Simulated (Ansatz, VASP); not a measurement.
KCl in VASP and in Ansatz

```xyz
2
Lattice="3.5977 0.0000 0.0000 0.0000 3.5977 0.0000 0.0000 0.0000 3.6340" Properties=species:S:1:pos:R:3 pbc="T T T"
K     0.0000    0.0000    0.0000
Cl    1.7988    1.7988    1.8170
```

Change from the starting cell: equal xx and yy strain of -1 %.

Alike in both runs: task single point; functional PBEsol; k mesh 7 × 7 × 7; occupations fermi-dirac, width 0.02 eV; no spin polarisation.

|  | VASP | Ansatz |
| --- | --- | --- |
| version | VASP 6.6.1 | Ansatz 0.2.0 |
| potentials or method | VASP PAW PBE potentials, release 64 (K_sv, Cl), cutoff 520 eV | all-electron LAPW, scalar-relativistic |

```tsv
	VASP	Ansatz	Ansatz less VASP
gap on the k mesh at the Fermi level (eV)	5.48	5.49	+0.005
pressure (GPa)	3.1	3.0	-0.10
largest component of the traceless stress (GPa)	0.35	0.35	+0.001
```

Ansatz ran all-electron here, so the differences hold the error of VASP's frozen core and of both bases.

Caveats: the PAW data sets were made with another functional, which shifts forces and pressure a little (VASP); an odd mesh through Γ misses points on the zone boundary, where band edges often lie.
